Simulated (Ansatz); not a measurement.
## ZnSe (Stilleite): equation of state with BPBE

ZnSe (Stilleite):

```
Se Zn
1.0
     0.00000    2.83380    2.83380
     2.83380    0.00000    2.83380
     2.83380    2.83380    0.00000
Se Zn
1 1
Direct
  0.75000 0.75000 0.75000
  0.00000 0.00000 0.00000
```

| Property | Result |
| --- | --- |
| Program | Ansatz 0.2.0 |
| Task | equation of state |
| Functional | BPBE |
| Potentials or basis | Ansatz PAW |
| Cutoff | 420 eV |
| Density cutoff | 1680 eV |
| k mesh | 8 × 8 × 8 |
| Occupations | fermi-dirac, width 0.05 eV |
| Spin | no spin polarisation |

```json
{
 "Equilibrium volume": "23.51 Å³/atom",
 "Bulk modulus": "57 GPa",
 "Pressure derivative of the bulk modulus": "4.5"
}
```

Energy against volume, from the lowest point:
```csv
volume (Å³/atom),energy (meV/atom)
21.391,39.97
21.846,23.62
22.301,11.90
22.757,4.32
23.212,0.49
23.667,0.00
24.122,2.52
```

All runs of the series together: 35 s on 2 threads of Intel(R) Xeon(R) Processor @ 2.50GHz (Skylake/Cascade Lake), on a shared host.

Caveat: the potentials were made for another functional, which shifts forces and pressure. Zero-point motion and thermal expansion aren't in these numbers.
